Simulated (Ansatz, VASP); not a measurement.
## MoS2: VASP beside Ansatz

Wanted: the spread between two codes on one cell, functional and k mesh. The structure shown is the start of the Ansatz relaxation below; VASP solves that cell, so the two are compared at the walk's first step.

Method: plane waves, with VASP 6.6.1 beside it; single point at PBEsol with D3(BJ), in Ansatz 0.2.0.

**1. Starting point**

The cell holds 6 atoms: 4 S and 2 Mo. Cell: a = 3.169 Å, b = 3.169 Å, c = 25.292 Å, α = 90.0°, β = 90.0°, γ = 120.0°. It derives from MoS2. Vacuum lies along c.

Coordinates:

```cif
data_structure
_symmetry_space_group_name_H-M 'P 1'
_symmetry_Int_Tables_number 1
_cell_length_a 3.1690
_cell_length_b 3.1690
_cell_length_c 25.2923
_cell_angle_alpha 90.000
_cell_angle_beta 90.000
_cell_angle_gamma 120.000
_cell_volume 219.97
loop_
_atom_site_label
_atom_site_type_symbol
_atom_site_fract_x
_atom_site_fract_y
_atom_site_fract_z
_atom_site_occupancy
S1 S 0.33333 0.66667 0.68370 1
S2 S 0.33333 0.66667 0.55993 1
S3 S 0.66667 0.33333 0.44007 1
S4 S 0.66667 0.33333 0.31630 1
Mo5 Mo 0.66667 0.33333 0.62182 1
Mo6 Mo 0.33333 0.66667 0.37818 1
```

**2. Ansatz: relaxation, PBEsol with D3(BJ)**

Ansatz runs on its default PAW (the set named soft_2) files.

The two programs are compared at the cell with which this relaxation starts, whose forces are those of its first step.

input.yaml

```yaml
crystal:
  lattice:
    - [3.169, 0.0, 0.0]
    - [-1.5845, 2.744434505, 0.0]
    - [0.0, 0.0, 25.292296]
  atoms:
    - { symbol: S, position: [0.333333333, 0.666666667, 0.683698151] }
    - { symbol: Mo, position: [0.666666667, 0.333333333, 0.62181575] }
    - { symbol: S, position: [0.333333333, 0.666666667, 0.559933349] }
    - { symbol: S, position: [0.666666667, 0.333333333, 0.440066651] }
    - { symbol: Mo, position: [0.333333333, 0.666666667, 0.37818425] }
    - { symbol: S, position: [0.666666667, 0.333333333, 0.316301849] }
kpoints:
  mp_grid: { grid: [12, 12, 1] }
scf:
  occupations: { method: fermi_dirac, width: 0.02 }
  n_extra_bands: 8
hamiltonian:
  xc: pbesol
  pseudopotentials: { kind: paw }
  dispersion: d3bj
output:
  forces: true
  write_potential: true
  volumetric_format: []
relax:
  f_tol: 0.01
  max_steps: 40
  cell: { fix: [c, alpha, beta] }
```

Started as:

```sh
> ansatz run input.yaml --threads 4 --pin off --max-ram 8192MiB --backend cpu --events-out ev --progress --plain --runs-dir out
```

Numbers of over 12 decimals in the logs are rounded to 6 here.

What it wrote:

```text
scf.n_extra_bands = 8 over 26 filled bands (N_el = 52.0): the run solves 34 bands
Engine: ansatz 0.2.0, aarch64-unknown-linux-gnu
Pseudopotentials: kind: paw
Pseudopotential: S, paw, valence charge 6, recommended cutoff 420 eV (normal), S.paw.azcp
Pseudopotential: Mo, paw, valence charge 14, recommended cutoff 420 eV (normal), Mo.paw.azcp
Functional definition: PBEsol
  exchange = pbesol_x
  correlation = pbesol_c
Crystal: 6 atoms, lattice volume = 219.970 Å³
Basis set: ecut = 420 eV, 4297 PW (Γ), exchange–correlation on 48×48×360 points (8 copies of the dense FFT grid, shifted against one another)
Bands: 34, of which v1, the nominal top of the filled ones, is band 26 counted from 1 (25 counted from 0)
Symmetry: 12 space group operations
Space group: P-3m1 (ITA 164), of the structure as read, at distance tolerance 6.0e-5 Å
k-points: 19 of 144
Non-local potential: S, projectors of the file, l = 0: 2, l = 1: 2, l = 2: 2
Non-local potential: Mo, projectors of the file, l = 0: 3, l = 1: 2, l = 2: 2, l = 3: 1
PAW form: soft (Blöchl's): semilocal exchange-correlation on the pseudo side does not see the compensation charge
PAW frozen core: S, regenerated for the run's functional, and the local potential with it (the file was generated under x = pbe(κ = 0.804, μ = 0.219515), c = pbe(β = 0.066725))
PAW frozen core: Mo, regenerated for the run's functional, and the local potential with it (the file was generated under x = pbe(κ = 0.804, μ = 0.219515), c = pbe(β = 0.066725))
PAW one-centre angular grid: S, 110 points (default); XC on 64 Gauss nodes
PAW one-centre angular grid: Mo, 590 points (default); XC on 64 Gauss nodes
Initial density: superposition of atomic densities (neutral atoms: chi_scale 0, normalization atom), corrected by the library's trained network
Initial wavefunctions: pseudopotential atomic-orbital guess
Functional: x = pbesol(κ = 0.804, μ = 0.123457), c = pbesol(β = 0.046)
SCF iter   1: F=—  HF=-13342.097216 eV  |F-HF|=—  |Δ(HF+E_count)|=         —  Δρ=5.04e-3  dr2=1.09e-1  ethr=1.77e-3  ⟨swp⟩=11.9  Hψ=3855  notcnv=0
preconditioner: auto → none  [insulator: Δε(μ)=1.190 eV  Ē_g=8.073 eV  σ=0.020 eV  W_gap=1.00  n_scr=16 (ndim 8)  ℏωp=15.0 eV  f_vac=0.502  D(μ)=0.00/eV (n_scr^D=0)  ε∞_Penn≈4.5]
SCF iter   2: F=—  HF=-13342.226404 eV  |F-HF|=—  |Δ(HF+E_count)|=   1.29e-1  Δρ=8.21e-3  dr2=1.42e0  ethr=2.10e-4  ⟨swp⟩=4.3  Hψ=1545  notcnv=0  defer=50  recentre
SCF iter   3: F=—  HF=-13342.093210 eV  |F-HF|=—  |Δ(HF+E_count)|=   1.33e-1  Δρ=3.39e-3  dr2=4.17e-2  ethr=2.10e-4  ⟨swp⟩=4.0  Hψ=1336  notcnv=0  defer=47
SCF iter   4: F=—  HF=-13342.094298 eV  |F-HF|=—  |Δ(HF+E_count)|=   1.09e-3  Δρ=2.00e-3  dr2=8.43e-3  ethr=8.03e-5  ⟨swp⟩=2.3  Hψ=907  notcnv=0  defer=48
SCF iter   5: F=—  HF=-13342.096003 eV  |F-HF|=—  |Δ(HF+E_count)|=   1.70e-3  Δρ=6.61e-4  dr2=3.57e-4  ethr=1.62e-5  ⟨swp⟩=2.2  Hψ=938  notcnv=0  defer=47
SCF iter   6: F=—  HF=-13342.096301 eV  |F-HF|=—  |Δ(HF+E_count)|=   2.98e-4  Δρ=1.94e-4  dr2=1.40e-4  ethr=6.87e-7  ⟨swp⟩=2.5  Hψ=1032  notcnv=0  defer=47
SCF iter   7: F=—  HF=-13342.096314 eV  |F-HF|=—  |Δ(HF+E_count)|=   1.28e-5  Δρ=4.25e-5  dr2=4.64e-6  ethr=2.69e-7  ⟨swp⟩=2.2  Hψ=799  notcnv=0  defer=47
SCF iter   8: F=—  HF=-13342.096222 eV  |F-HF|=—  |Δ(HF+E_count)|=   9.18e-5  Δρ=1.18e-5  dr2=1.90e-7  ethr=8.93e-9  ⟨swp⟩=2.5  Hψ=1127  notcnv=0  defer=47
SCF iter   9: F=-13342.096222 eV  HF=-13342.096222 eV  |F-HF|=2.42e-9  |Δ(HF+E_count)|=   6.22e-8  Δρ=2.55e-6  dr2=1.81e-8  ethr=1.92e-10  ⟨swp⟩=10.8  Hψ=4775  notcnv=0
SCF 1 converged in 9 iterations: F = -13342.096222 eV  dr2 = 1.81e-8
  greatest PAW one-centre occupation: 0.999 electrons in one spin orbital (limit 2), on the Mo atom at site 4 (counted from 0), in its partial waves of l = 0
relax step   1: F+E_penalty+E_count = -13342.09622198 eV  Δ(F+E_penalty+E_count) = +0.000e0 eV  max|allowed force component| = 3.842e-1 eV/Å  Δτ_max = 0.0000 Å  P = -2.740 GPa  Ω = 219.970 Å³  fix = [c, alpha, beta]  reactions: c -2.220 GPa  (9 SCF iters, dr2 threshold 1.00e-7 eV, accepted)
[...]
relax step   5: F+E_penalty+E_count = -13342.19977942 eV  Δ(F+E_penalty+E_count) = -1.736e-4 eV  max|allowed force component| = 9.281e-4 eV/Å  Δτ_max = 0.0074 Å  P = -0.004 GPa  Ω = 212.249 Å³  energy of the carried Pulay correction = +2.991e-4 eV  fix = [c, alpha, beta]  reactions: c -0.005 GPa  (8 SCF iters, dr2 threshold 1.78e-8 eV, accepted)
[...]
relax step   6: F+E_penalty+E_count = -13342.19948131 eV  Δ(F+E_penalty+E_count) = +2.981e-4 eV  max|allowed force component| = 8.797e-4 eV/Å  Δτ_max = 0.0000 Å  P = -0.003 GPa  Ω = 212.249 Å³  fix = [c, alpha, beta]  reactions: c -0.004 GPa  stress off target by 2.93e-3 GPa on what of the cell is left free  SCF on the basis re-selected at this cell (its energy is not comparable with the rows above)  (7 SCF iters)
basis re-selected at this cell: Δ(F+E_penalty+E_count) = +2.981e-4 eV, ΔP = +0.000 GPa vs the last step (what re-selecting the basis moved, of the pressure what is left beyond the Pulay correction that the steps carried, after the strain that the cell walked since its last selection, with what the two solves' SCF thresholds leave and, on support functions, any second-order correction that the steps lacked; it is no m [...]
WARN: The output density's exchange-correlation potential varies sharply where the density is thin. Do not read a vacuum level from v_tot or v_xc, or from such a field of the output density. On a cell that repeats whose density bears no net charge and no dipole along the vacuum's axis use v_es (v_loc + v_h of the components); under efield.dipole_correction with no amplitude use v_es + v_field, which holds any externa [...]
SCF converged after 7 iterations
Free energy (F): -13342.199481 eV
Harris-Foulkes:  -13342.199481 eV  (|F-HF|=2.73e-11)
Internal energy: -13342.199481 eV  (E = F + TS)
E sigma→0 (E₀):  -13342.199481 eV
Fermi energy:    3.298975 eV
--- Per-component energies (eV) ---
  E_band       = -732.398192
  E_kinetic    = 1316.539691
  E_local      = -43005.783012  (includes V_loc(G=0)·N_el)
  E_nonlocal   = 403.100954
  E_hartree    = 20837.312274
  E_xc         = -752.896474
  E_vxc        = -811.168655  (∫ρ·V_xc dr)
  E_paw        = -8624.019574  (= ΣΔE_a)
  E_vpaw       = -309.711767  (= ΣTr[D̂ρ^β])
  E_aug_tail   = 0.000065  (compensation charges beyond the density's cutoff)
  E_ewald      = 16484.816941
  E_disp       = -1.936743  (pairwise vdW)
  E_core_change = 0.666396  (= ΣΔE_core)
  E_smearing   = -0.000000  (= −TS)
  E_closure    = -0.000000  (closes the sum)
  Σ components = -13342.199481   (vs F -13342.199481, Δ=0.00e0)
--- Forces (eV/Å), atoms counted from 1 ---
  atom   1  S      0.00000000     0.00000000     0.00081290
  atom   2  Mo     0.00000000     0.00000000    -0.00007177
  atom   3  S      0.00000000     0.00000000     0.00087972
  atom   4  S     -0.00000000    -0.00000000    -0.00087972
  atom   5  Mo    -0.00000000    -0.00000000     0.00007177
  atom   6  S     -0.00000000    -0.00000000    -0.00081290
  max |Σ_I F_I| component: 5.78e-18 eV/Å
--- Stress (GPa, compression-positive) ---
       -0.002926       0.000000       0.000000
        0.000000      -0.002926      -0.000000
        0.000000      -0.000000      -0.003872
  P = ⅓ Tr σ = -0.0032 GPa (-0.032 kbar)
--- Band table (eV; the first three rows and the last of 19) ---
  k-point 0: bands = [... 22 lower, 0.7707, 0.8929, 1.7972, 2.8076, 5.0831, 5.0831, 5.1251, 5.1251, ... 4 higher]
  k-point 1: bands = [... 22 lower, 0.8711, 1.2626, 1.7953, 2.6203, 4.9712, 4.9874, 5.0752, 5.1137, ... 4 higher]
  k-point 2: bands = [... 22 lower, 0.8696, 1.3125, 1.6815, 2.0335, 4.4762, 4.7216, 4.8325, 4.8700, ... 4 higher]
  k-point 18: bands = [... 22 lower, 0.0278, 0.0278, 2.0767, 2.2290, 4.0808, 4.0808, 4.7324, 5.5242, ... 4 higher]
--- Relaxed structure (5 steps of the walk, 5 accepted, 1 SCFs on fresh bases) ---
  F+E_penalty+E_count = -13342.19948131 eV   max|allowed force component| = 8.797e-4 eV/Å   (the final SCF, on the basis selected at the relaxed cell)
  cell:  # Å, volume = 212.2485 Å³
    - [3.112884, 0.0, 0]
    - [-1.556442, 2.695836, 0]
    - [0, 0, 25.292296]
  atoms:
    - { symbol: S, position: [0.333333, 0.666667, 0.677773] }
    - { symbol: Mo, position: [0.666667, 0.333333, 0.615934] }
    - { symbol: S, position: [0.333333, 0.666667, 0.554108] }
    - { symbol: S, position: [0.666667, 0.333333, 0.445892] }
    - { symbol: Mo, position: [0.333333, 0.666667, 0.384066] }
    - { symbol: S, position: [0.666667, 0.333333, 0.322227] }
```

**3. VASP: single point, PBEsol with D3(BJ), start cell**

The same cell, functional, mesh and smearing now go to VASP, with its own data sets.

Lines of VASP's logs that name or quote its potential files are left out, and so is its time.

INCAR

```
SYSTEM = MoS2
PREC = Accurate
ENCUT = 400
EDIFF = 1E-06
NELM = 120
ISMEAR = -1
SIGMA = 0.02
LREAL = .FALSE.
ALGO = Normal
GGA = PS
IVDW = 12
NBANDS = 32
LASPH = .TRUE.
LORBIT = 11
LWAVE = .FALSE.
LCHARG = .FALSE.
ISIF = 2
GGA_COMPAT = .FALSE.
EFERMI = MIDGAP
KPAR = 2
```

POSCAR

```
MoS2
1.0
    3.1690000000      0.0000000000      0.0000000000
   -1.5845000000      2.7444350000      0.0000000000
    0.0000000000      0.0000000000     25.2922960000
S Mo
4 2
Direct
    0.3333332726      0.6666665452      0.6836981506
    0.3333332726      0.6666665452      0.5599333489
    0.6666667274      0.3333334548      0.4400666511
    0.6666667274      0.3333334548      0.3163018494
    0.6666667274      0.3333334548      0.6218157497
    0.3333332726      0.6666665452      0.3781842503
```

KPOINTS

```
Automatic mesh
0
Gamma
12 12 1
0 0 0
```

Potentials, in the order of the species: S and Mo_sv (PBE family, release 64).

Started as:

```sh
> mpirun -np 2 vasp_std
```

What it wrote:

```text
[banner, memory and clock lines left out]
running    2 mpi-ranks, on    1 nodes
 distrk:  each k-point on    1 cores,    2 groups
 distr:  one band on    1 cores,    1 groups

 POSCAR found type information on POSCAR S Mo
 POSCAR found :  2 types and       6 ions
|                                                                             |
|               ----> ADVICE to this user running VASP <----                  |
|                                                                             |
|     You enforced a specific xc type in the INCAR file but a different       |
|     [... a line on the potential file left out ...]
|     I HOPE YOU KNOW WHAT YOU ARE DOING!                                     |
|                                                                             |

 LDA part: xc-table for (Slater+PW92), standard interpolation
 POSCAR, INCAR and KPOINTS ok, starting setup
 FFT: planning ... GRIDC
 FFT: planning ... GRID_SOFT
 FFT: planning ... GRID
 WAVECAR not read
 entering main loop
       N       E                     dE             d eps       ncg     rms          rms(c)
DAV:   1     0.374091399638E+03    0.37409E+03   -0.25430E+04  1552   0.114E+03
DAV:   2    -0.248178286171E+02   -0.39891E+03   -0.39140E+03  1592   0.309E+02
DAV:   3    -0.491358611234E+02   -0.24318E+02   -0.24075E+02  1544   0.705E+01
DAV:   4    -0.498338831627E+02   -0.69802E+00   -0.69579E+00  1624   0.119E+01
DAV:   5    -0.498507748396E+02   -0.16892E-01   -0.16885E-01  1520   0.184E+00    0.350E+01
DAV:   6    -0.476379863204E+02    0.22128E+01   -0.19471E+01  1328   0.242E+01    0.125E+01
DAV:   7    -0.472854261703E+02    0.35256E+00   -0.93820E+00  1384   0.160E+01    0.823E+00
DAV:   8    -0.468509655929E+02    0.43446E+00   -0.16977E+00  1560   0.733E+00    0.290E+00
DAV:   9    -0.468628545435E+02   -0.11889E-01   -0.18060E-01  1640   0.203E+00    0.146E+00
DAV:  10    -0.468493355989E+02    0.13519E-01   -0.76300E-02  1464   0.161E+00    0.343E-01
DAV:  11    -0.468489272400E+02    0.40836E-03   -0.33246E-03  1536   0.318E-01    0.204E-01
DAV:  12    -0.468486519434E+02    0.27530E-03   -0.54794E-04  1496   0.106E-01    0.102E-01
DAV:  13    -0.468485557224E+02    0.96221E-04   -0.52189E-04  1512   0.107E-01    0.286E-02
DAV:  14    -0.468486281834E+02   -0.72461E-04   -0.48978E-05  1368   0.343E-02    0.131E-02
[...]
DAV:  18    -0.468488148640E+02   -0.32013E-04   -0.59012E-06  1120   0.107E-02    0.237E-03
DAV:  19    -0.468488260512E+02   -0.11187E-04   -0.27411E-06  1080   0.378E-03    0.309E-03
DAV:  20    -0.468488410184E+02   -0.14967E-04   -0.48635E-07   896   0.332E-03    0.116E-03
DAV:  21    -0.468488567841E+02   -0.15766E-04   -0.88494E-07  1024   0.243E-03    0.133E-03
DAV:  22    -0.468488636213E+02   -0.68372E-05   -0.33052E-07   960   0.166E-03    0.755E-04
DAV:  23    -0.468488650341E+02   -0.14128E-05   -0.41444E-08   800   0.585E-04    0.486E-04
DAV:  24    -0.468488667898E+02   -0.17557E-05   -0.12297E-07   896   0.738E-04    0.833E-05
DAV:  25    -0.468488669686E+02   -0.17883E-06   -0.14309E-08   736   0.319E-04
   1 F= -.48657855E+02 E0= -.48657855E+02  d E =-.195804E-14
```

(Continued in part 2 of 2.)

[Lines on the potential files, build, host, timing and source positions are cut from VASP's logs without a mark.]

[Logs are printed without paths, hosts, clocks, repeated set-up lines and the standing remarks that a program may print on its own settings, such as how far it seeks lower states.]

[Hosts, paths, dates, database ids (printed as entryN), source tags and the programs' standing remarks are cut or masked in the printed files.]
